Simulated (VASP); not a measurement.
# Al (P-3m1) in VASP: reference runs

Aim: a first look at Al with PBE, on the cell as given and on a disturbed one, then over a range of volumes.

Program: VASP 6.6.1. These are calculated values, not measurements. Logs are shortened: lines on timing, memory, paths and dates and some standing lists are left out, and cuts for length are marked.

## 1. Starting point

Symmetry: P-3m1, No. 164, trigonal system. The conventional cell has a = 2.871 Å, b = 2.871 Å, c = 11.601 Å, α = 90.00°, β = 90.00°, γ = 120.00°. Al (site symmetry 3m) is surrounded by 12 Al at 2.84 to 2.87 Å. Al (site symmetry -3m) is surrounded by 12 Al at 2.84 to 2.87 Å. Around Al (site symmetry 3m) lie 12 Al at 2.85 to 2.87 Å.

The cell was built by a generator and needn't be a form met in nature.

## 2. Single point, PBE

Contents of INCAR:

```
ALGO = Normal
EDIFF = 1E-7
ENCUT = 520
GGA = PE
ISIF = 2
ISMEAR = -1
LASPH = True
LCHARG = True
LELF = True
LREAL = False
LVHAR = True
LWAVE = False
NBANDS = 16
NELM = 60
PREC = Accurate
SIGMA = 0.05
```

Contents of KPOINTS:

```
k-points
0
Gamma
  11 11 3
```

Contents of POSCAR:

```
Al
1.0
    2.8712000000      0.0000000000      0.0000000000
   -1.4356000000      2.4865300000      0.0000000000
    0.0000000000      0.0000000000     11.6013500000
Al
5
Direct
    0.6666700000      0.3333300000      0.8013400000
    0.0000000000      0.0000000000      0.0000000000
    0.3333300000      0.6666700000      0.1986600000
    0.6666700000      0.3333300000      0.3988800000
    0.3333300000      0.6666700000      0.6011200000
```

Potentials or basis: VASP PAW PBE potentials, release 64 (Al).

The run is started by

```
$ cat potpaw_PBE.64/Al/POTCAR > POTCAR
$ mpirun -np 1 vasp_std > vasp.out
```

OUTCAR:

```text
EDIFF = 1E-7
   ENCUT = 520
   GGA = PE
   ISIF = 2
   ISMEAR = -1
   LASPH = True
   LREAL = False
   NELM = 60
   PREC = Accurate

 ion  position               nearest neighbor table
   1  0.667  0.333  0.801-   2 2.84   2 2.84   2 2.84   5 2.85   5 2.85   5 2.85
   2  0.000  0.000  0.000-   1 2.84   3 2.84   3 2.84   1 2.84   1 2.84   3 2.84
   3  0.333  0.667  0.199-   2 2.84   2 2.84   2 2.84   4 2.85   4 2.85   4 2.85
   4  0.667  0.333  0.399-   3 2.85   3 2.85   3 2.85   5 2.87   5 2.87   5 2.87
   5  0.333  0.667  0.601-   1 2.85   1 2.85   1 2.85   4 2.87   4 2.87   4 2.87

  LATTYP: Found a hexagonal cell.
 ALAT       =     2.8712000000
 C/A-ratio  =     4.0405927835

  Lattice vectors:

 A1 = (   2.8712000000,   0.0000000000,   0.0000000000)
 A2 = (  -1.4356000000,   2.4865300000,   0.0000000000)
 A3 = (   0.0000000000,   0.0000000000,  11.6013500000)

Analysis of symmetry for initial positions (statically):
=====================================================================
 Subroutine PRICEL returns:
 Original cell was already a primitive cell.

 Routine SETGRP: Setting up the symmetry group for a
 hexagonal supercell.

 Subroutine GETGRP returns: Found  4 space group operations
 (whereof  4 operations were pure point group operations)
 out of a pool of 24 trial point group operations.

The static configuration has the point symmetry C_2h.

Analysis of symmetry for dynamics (positions and initial velocities):
=====================================================================
 Subroutine PRICEL returns:
 Original cell was already a primitive cell.

 Routine SETGRP: Setting up the symmetry group for a
 hexagonal supercell.

 Subroutine GETGRP returns: Found  4 space group operations
 (whereof  4 operations were pure point group operations)
 out of a pool of 24 trial point group operations.

The dynamic configuration has the point symmetry C_2h.

 Subroutine INISYM returns: Found  4 space group operations
 (whereof  4 operations are pure point group operations),
 and found     1 'primitive' translations

----------------------------------------------------------------------------------------

                                     Primitive cell

  volume of cell :      82.8258

  direct lattice vectors                    reciprocal lattice vectors
     2.871200000  0.000000000  0.000000000     0.348286431  0.201083438  0.000000000
[... 97 lines left out ...]
   NFREE  =      0    steps in history (QN), initial steepest desc. (CG)
   ISIF   =      2    stress and relaxation
   ISYM   =      2    0-nonsym 1-usesym 2-fastsym
   POTIM  = 0.5000    time-step for ionic-motion
   TEBEG  =    0.0;   TEEND  =   0.0 temperature during run
   PSTRESS=    0.0 pullay stress
   NELECT =      15.0000    total number of electrons
   NUPDOWN=      -1.0000    fix difference up-down
   EMIN   =  10.00;   EMAX   =-10.00  energy-range for DOS
   EFERMI =   0.00;   METHOD = LEGACY
   ISMEAR =    -1;   SIGMA  =   0.05  broadening in eV -4-tet -1-fermi 0-gaus
   EFERMI_NEDOS =   21; number of points for ismear=-14 and -15
   IALGO  =     38    algorithm
   IMIX   =      4    mixing-type and parameters
     AMIX     =   0.40;   BMIX     =  1.00
     AMIX_MAG =   1.60;   BMIX_MAG =  1.00
  volume/ion in A,a.u.               =      16.57       111.79
  Fermi-wavevector in a.u.,A,eV,Ry     =   0.926225  1.750312 11.672350  0.857894
  Thomas-Fermi vector in A             =   2.052165
   LORBIT       =      0    0 simple, 1 ext, 2 COOP (PROOUT), +10 PAW based schemes
   GGA     = PE    functional components
   LHFCALC =     F    Hartree Fock is set to
   AEXX    =    0.0000 exact exchange contribution
   IVDW    =     0    specifies the selected vdW correction
   LEPSILON=     F    determine dielectric tensor
   LRPA    =     F    only Hartree local field effects (RPA)
 non-spin polarized calculation
  energy-cutoff  :      520.00
  volume of cell :       82.83
 maximum number of plane-waves:      2263
 NGX is ok and might be reduce to    24
   NGX = 11   NGY = 11   NGZ = 43

 number of electron      15.0000000 magnetization

 Free energy of the ion-electron system (eV)
  ---------------------------------------------------
  ext. energy  EPLUGINS =         0.00000000
  ---------------------------------------------------
  free energy    TOTEN  =       -18.68140831 eV

  energy without entropy =      -18.66239225  energy(sigma->0) =      -18.67190028

 E-fermi :   7.9991     XC(G=0): -10.1827

 val. band max:        7.9595998519   @ k =   0.4545  -0.0000   0.0000
 cond. band min:       8.0078559727   @ k =  -0.3636  -0.0909   0.3333
 fundamental gap:      0.0482561208
 Fermi energy:         7.9991062310

 k-point     1 :       0.0000    0.0000    0.0000
  band No.  band energies     occupation
      1      -3.1509      2.00000
      2      -2.0594      2.00000
      3      -2.0459      2.00000
      4       1.1624      2.00000
      5       1.2072      2.00000
      6       6.4257      2.00000
[... 433 lines left out ...]
      3       3.7353      2.00000
      4       3.8230      2.00000
      5       3.9163      2.00000
      6       4.0983      2.00000
[... 8 lines left out ...]
     15      12.5608      0.00000
     16      12.7551      0.00000

 [... further k-points ...]

------------------------ aborting loop because EDIFF is reached ----------------------------------------

  FORCE on cell =-STRESS in cart. coord.  units (eV):
  Direction    XX          YY          ZZ          XY          YZ          ZX
  --------------------------------------------------------------------------------------
  -------------------------------------------------------------------------------------
  Total       -0.4738418     -0.4738314      0.8764166      0.0000083      0.0000030     -0.0000052
  in kB       -9.1659669     -9.1657653     16.9533480      0.0001609      0.0000581     -0.0001006
  external PRESSURE =      -0.4594614 kB  Pullay stress =       0.0000000 kB

 VOLUME and BASIS-vectors are now :
 -----------------------------------------------------------------------------
  energy-cutoff  :      520.00
  volume of cell :       82.83
      direct lattice vectors                 reciprocal lattice vectors
     2.871200000  0.000000000  0.000000000     0.348286431  0.201083438  0.000000000
    -1.435600000  2.486530000  0.000000000     0.000000000  0.402166875  0.000000000
     0.000000000  0.000000000 11.601350000     0.000000000  0.000000000  0.086196865

 POSITION                                       TOTAL-FORCE (eV/Angst)
 -----------------------------------------------------------------------------------
      1.43561      0.82884      9.29663        -0.000025      0.000015      0.014229
      0.00000      0.00000      0.00000        -0.000000      0.000000      0.000000
     -0.00001      1.65769      2.30472         0.000025     -0.000015     -0.014229
      1.43561      0.82884      4.62755        -0.000029      0.000017     -0.004501
     -0.00001      1.65769      6.97380         0.000029     -0.000017      0.004501
 -----------------------------------------------------------------------------------
    total drift:                                0.000000     -0.000000     -0.000000

  FREE ENERGIE OF THE ION-ELECTRON SYSTEM (eV)
  ---------------------------------------------------
  free  energy   TOTEN  =       -18.6814083085 eV

  energy  without entropy=      -18.6623922497  energy(sigma->0) =      -18.67190028
```

stdout:

```text
POSCAR found type information on POSCAR Al
 POSCAR found :  1 types and       5 ions
 scaLAPACK will be used
 LDA part: xc-table for (Slater+PW92), standard interpolation
 POSCAR, INCAR and KPOINTS ok, starting setup
 FFT: planning ... GRIDC
 FFT: planning ... GRID_SOFT
 FFT: planning ... GRID
 WAVECAR not read
 entering main loop
```

Run time: 42 s. Hardware: 1 thread of Intel Xeon 6975P-C (Granite Rapids), shared host; peak memory 0.26 GiB.

Results:

- Free energy: -18.6814 eV
- Pressure: 0.0 GPa
- Largest force: 0.014 eV/Å
- Band gap on the k mesh: none (metal or under the smearing width)

Forces on the atoms (eV/Å):
```
Al   0.000  0.000  0.014
Al   0.000  0.000  0.000
Al   0.000  0.000 -0.014
Al   0.000  0.000 -0.005
Al   0.000  0.000  0.005
```

Stress tensor (GPa, compression positive):
```
-0.92  0.00  0.00
 0.00 -0.92  0.00
 0.00  0.00  1.70
```

Levels at points of the mesh, in eV from the Fermi level:
```tsv
k point	band 4	band 5	band 6	band 7	band 8	band 9	band 10	band 11
(0.00, 0.00, 0.00)	-6.84	-6.79	-1.57	-1.53	5.49	5.50	10.45	10.45
```

## 3. Single point, PBE (atoms moved at random, drawn with an rms of 0.05 Å)

Contents of INCAR:

```
SYSTEM = Al
PREC     = Accurate       ! precision mode
ENCUT    = 520            ! plane-wave cutoff, eV
EDIFF    = 1E-7           ! SCF threshold, eV
ISMEAR   = -1             ! smearing method
SIGMA    = 0.05           ! smearing width, eV
LREAL    = .False.        ! projectors in reciprocal space
LASPH    = .True.         ! aspherical terms in the spheres
NELM     = 60             ! most SCF steps
ALGO     = Normal         ! electronic algorithm
ISIF     = 2              ! what is computed and relaxed
LWAVE    = .False.        ! write WAVECAR
LCHARG   = .False.        ! write CHGCAR
GGA      = PE             ! functional
NBANDS   = 16             ! bands
```

Contents of KPOINTS:

```
Automatic mesh
0
Gamma
  11 11 3
  0 0 0
```

Contents of POSCAR:

```
Al
1.0
    2.8712000000      0.0000000000      0.0000000000
   -1.4356000000      2.4865300000      0.0000000000
    0.0000000000      0.0000000000     11.6013500000
Al
5
Direct
    0.6821150000      0.3230000000      0.7996570000
    0.0166620000      0.0099460000      0.0035630000
    0.3379710000      0.6742140000      0.1976290000
    0.6782690000      0.3477110000      0.3986800000
    0.3138360000      0.6630230000      0.6001690000
```

Potentials or basis: VASP PAW PBE potentials, release 64 (Al).

The run is started by

```
$ cat potpaw_PBE.64/Al/POTCAR > POTCAR
$ mpirun -np 1 vasp_std > vasp.out
```

Run time: 1.7 min. Hardware: 1 thread of Intel Xeon 6975P-C (Granite Rapids), shared host; peak memory 0.32 GiB.

It converged, with:

```yaml
Free_energy: -18.6663 eV
Pressure: 0.0 GPa
Largest_force: 0.314 eV/Å
Band_gap_on_the_k_mesh: none (metal or under the smearing width)
```

Forces in eV/Å, atoms in the order of the input:
```
Al  -0.067  0.017  0.197
Al  -0.016 -0.025 -0.312
Al   0.038  0.012  0.173
Al  -0.044 -0.023 -0.055
Al   0.089  0.019 -0.002
```

Stress tensor (GPa, compression positive):
```
-0.95  0.01  0.01
 0.01 -0.85 -0.14
 0.01 -0.14  1.95
```

Levels at points of the mesh, in eV from the Fermi level:
```csv
k point,band 5,band 6,band 7,band 8,band 9,band 10,band 11,band 12
"(0.00, 0.00, 0.00)",-6.79,-1.58,-1.53,5.47,5.52,10.42,10.46,10.58
```

## 4. Equation of state, PBE, 15.57 Å³/atom (volume scaled by 0.94)

Contents of INCAR:

```
PREC = Accurate
ENCUT = 520
EDIFF = 1E-7
ISMEAR = -1
SIGMA = 0.05
LREAL = False
LASPH = True
NELM = 80
ALGO = Normal
ISIF = 2
LWAVE = False
LCHARG = False
GGA = PE
NBANDS = 16
```

Contents of KPOINTS:

```
Automatic mesh
0
Gamma
  11 11 3
```

Contents of POSCAR:

```
Al
1.0
    2.8125876353      0.0000000000      0.0000000000
   -1.4062938177      2.4357702469      0.0000000000
    0.0000000000      0.0000000000     11.3645213023
Al
5
Direct
    0.6666700000      0.3333300000      0.8013400000
    0.0000000000      0.0000000000      0.0000000000
    0.3333300000      0.6666700000      0.1986600000
    0.6666700000      0.3333300000      0.3988800000
    0.3333300000      0.6666700000      0.6011200000
```

The run is started by

```
$ cat potpaw_PBE.64/Al/POTCAR > POTCAR
$ mpirun -np 1 vasp_std > vasp.out
```

It took 46 s on 1 thread of Intel Xeon 6975P-C (Granite Rapids), shared host; peak memory 0.25 GiB.

It converged, with:

```yaml
Free_energy: -18.6024 eV
Pressure: 5.4 GPa
Largest_force: 0.010 eV/Å
Band_gap_on_the_k_mesh: none (metal or under the smearing width)
```

## 5. Equation of state, PBE, 15.90 Å³/atom (volume scaled by 0.96)

Contents of INCAR:

```
SYSTEM = Al
PREC = Accurate
ENCUT = 520
EDIFF = 1E-7
ISMEAR = -1
SIGMA = 0.05
LREAL = .False.
LASPH = .True.
NELM = 80
ALGO = Normal
ISIF = 2
LWAVE = .False.
LCHARG = .False.
GGA = PE
NBANDS = 16
```

Contents of KPOINTS:

```
regular mesh
0
Gamma
  11 11 3
  0 0 0
```

POSCAR, as its differences from that of step 4:

```diff
@@ -2,5 +2,5 @@
 1.0
-    2.8125876353      0.0000000000      0.0000000000
-   -1.4062938177      2.4357702469      0.0000000000
-    0.0000000000      0.0000000000     11.3645213023
+    2.8323952431      0.0000000000      0.0000000000
+   -1.4161976216      2.4529241237      0.0000000000
+    0.0000000000      0.0000000000     11.4445557794
 Al
```

The run is started by

```
$ cat potpaw_PBE.64/Al/POTCAR > POTCAR
$ mpirun -np 1 vasp_std > vasp.out
```

Run time: 44 s. Hardware: 1 thread of Intel Xeon 6975P-C (Granite Rapids), shared host; peak memory 0.26 GiB.

The run converged. Its results:

| Item | Value |
| --- | --- |
| Free energy | -18.6479 eV |
| Pressure | 3.4 GPa |
| Largest force | 0.005 eV/Å |
| Band gap on the k mesh | none (metal or under the smearing width) |

## 6. Equation of state, PBE, 16.23 Å³/atom (volume scaled by 0.98)

INCAR, as its differences from that of step 5:

```diff
@@ -8,3 +8,3 @@
 LASPH = .True.
-NELM = 80
+NELM = 60
 ALGO = Normal
```

KPOINTS is that of step 5.

POSCAR, as its differences from that of step 5:

```diff
@@ -2,5 +2,5 @@
 1.0
-    2.8323952431      0.0000000000      0.0000000000
-   -1.4161976216      2.4529241237      0.0000000000
-    0.0000000000      0.0000000000     11.4445557794
+    2.8519296207      0.0000000000      0.0000000000
+   -1.4259648104      2.4698413764      0.0000000000
+    0.0000000000      0.0000000000     11.5234862445
 Al
```

Potentials or basis: VASP PAW PBE potentials, release 64 (Al).

The run is started by

```
$ cat potpaw_PBE.64/Al/POTCAR > POTCAR
$ mpirun -np 1 vasp_std > vasp.out
```

It took 47 s on 1 thread of Intel Xeon 6975P-C (Granite Rapids), shared host; peak memory 0.26 GiB.

It converged, with:

| Quantity | Value |
| --- | --- |
| Free energy | -18.6736 eV |
| Pressure | 1.6 GPa |
| Largest force | 0.010 eV/Å |
| Band gap on the k mesh | none (metal or under the smearing width) |

## 7. Equation of state, PBE, 16.90 Å³/atom (volume scaled by 1.02)

Contents of INCAR:

```
  PREC = Accurate
  ENCUT = 520
  EDIFF = 1E-7
  ISMEAR = -1
  SIGMA = 0.05
  LREAL = False
  LASPH = True
  NELM = 80
  ALGO = Normal
  ISIF = 2
  LWAVE = False
  LCHARG = False
  GGA = PE
  NBANDS = 16
```

Contents of KPOINTS:

```
regular mesh
0
Gamma
  11 11 3
```

POSCAR, as its differences from that of step 6:

```diff
@@ -2,5 +2,5 @@
 1.0
-    2.8519296207      0.0000000000      0.0000000000
-   -1.4259648104      2.4698413764      0.0000000000
-    0.0000000000      0.0000000000     11.5234862445
+    2.8902151237      0.0000000000      0.0000000000
+   -1.4451075618      2.5029975660      0.0000000000
+    0.0000000000      0.0000000000     11.6781823716
 Al
```

The run is started by

```
$ cat potpaw_PBE.64/Al/POTCAR > POTCAR
$ mpirun -np 1 vasp_std > vasp.out
```

Run time: 45 s. Hardware: 1 thread of Intel Xeon 6975P-C (Granite Rapids), shared host; peak memory 0.26 GiB.

Results (log left out):

* Free energy: -18.6733 eV
* Pressure: -1.5 GPa
* Largest force: 0.017 eV/Å
* Band gap on the k mesh: none (metal or under the smearing width)

## 8. Equation of state, PBE, 17.23 Å³/atom (volume scaled by 1.04)

Contents of INCAR:

```
PREC = Accurate
ENCUT = 520
EDIFF = 1E-7
ISMEAR = -1
SIGMA = 0.05
LREAL = False
LASPH = True
NELM = 60
ALGO = Normal
ISIF = 2
LWAVE = False
LCHARG = False
GGA = PE
NBANDS = 16
```

KPOINTS is that of step 7.

POSCAR, as its differences from that of step 7:

```diff
@@ -2,5 +2,5 @@
 1.0
-    2.8902151237      0.0000000000      0.0000000000
-   -1.4451075618      2.5029975660      0.0000000000
-    0.0000000000      0.0000000000     11.6781823716
+    2.9089832802      0.0000000000      0.0000000000
+   -1.4544916401      2.5192512524      0.0000000000
+    0.0000000000      0.0000000000     11.7540168495
 Al
```

The run is started by

```
$ cat potpaw_PBE.64/Al/POTCAR > POTCAR
$ mpirun -np 1 vasp_std > vasp.out
```

It took 46 s on 1 thread of Intel Xeon 6975P-C (Granite Rapids), shared host; peak memory 0.27 GiB.

It converged, with:

```yaml
Free_energy: -18.6511 eV
Pressure: -2.8 GPa
Largest_force: 0.020 eV/Å
Band_gap_on_the_k_mesh: none (metal or under the smearing width)
```

## 9. Equation of state, PBE, 17.56 Å³/atom (volume scaled by 1.06)

Contents of INCAR:

```
PREC     = Accurate       # precision mode
ENCUT    = 520            # plane-wave cutoff, eV
EDIFF    = 1E-7           # SCF threshold, eV
ISMEAR   = -1             # smearing method
SIGMA    = 0.05           # smearing width, eV
LREAL    = False          # projectors in reciprocal space
LASPH    = True           # aspherical terms in the spheres
NELM     = 60             # most SCF steps
ALGO     = Normal         # electronic algorithm
ISIF     = 2              # what is computed and relaxed
LWAVE    = False          # write WAVECAR
LCHARG   = False          # write CHGCAR
GGA      = PE             # functional
NBANDS   = 16             # bands
```

Contents of KPOINTS:

```
Automatic mesh
0
Gamma
  11 11 3
```

POSCAR, as its differences from that of step 8:

```diff
@@ -2,5 +2,5 @@
 1.0
-    2.9089832802      0.0000000000      0.0000000000
-   -1.4544916401      2.5192512524      0.0000000000
-    0.0000000000      0.0000000000     11.7540168495
+    2.9275123357      0.0000000000      0.0000000000
+   -1.4637561679      2.5352978713      0.0000000000
+    0.0000000000      0.0000000000     11.8288852174
 Al
```

Potentials or basis: VASP PAW PBE potentials, release 64 (Al).

The run is started by

```
$ cat potpaw_PBE.64/Al/POTCAR > POTCAR
$ mpirun -np 1 vasp_std > vasp.out
```

It took 46 s on 1 thread of Intel Xeon 6975P-C (Granite Rapids), shared host; peak memory 0.26 GiB.

Results (log left out):

- Free energy: -18.6162 eV
- Pressure: -3.9 GPa
- Largest force: 0.021 eV/Å
- Band gap on the k mesh: none (metal or under the smearing width)

## 10. Equation of state, PBE

Potentials or basis: VASP PAW PBE potentials, release 64 (Al).

No new run: the results of the series are fitted here.

What came out:

```
Equilibrium volume                        : 16.56 Å³/atom
Bulk modulus at fixed shape and positions : 77 GPa
Pressure derivative of the bulk modulus   : 4.7
```

Energy against volume, from the lowest point:
```tsv
volume (Å³/atom)	energy (meV/atom)
15.571	15.81
15.903	6.69
16.234	1.56
16.565	0.00
16.896	1.62
17.228	6.07
17.559	13.05
```

Caveat: the cell was scaled at fixed shape and fractional positions, which overstates the stiffness of a crystal with free parameters, most of all of layers and chains.

## 11. Summary

| task | cell | gap on the mesh (eV) | pressure (GPa) | largest force (eV/Å) |
| --- | --- | --- | --- | --- |
| single point | as given | none | 0.0 | 0.01 |
| single point | atoms moved at random, drawn with an rms of 0.05 Å | none | 0.0 | 0.31 |
| equation of state | as given | - | - | - |

Alike in all rows: level PBE; potentials or basis VASP PAW PBE potentials, release 64 (Al); no spin polarisation; k mesh 11 × 11 × 3; cutoff (eV) 520; smearing fermi-dirac 0.05 eV.

Caveats: the cell was scaled at fixed shape and fractional positions, which overstates the stiffness of a crystal with free parameters, most of all of layers and chains (some runs).

Absolute energies hang on the potentials; compare differences alone.
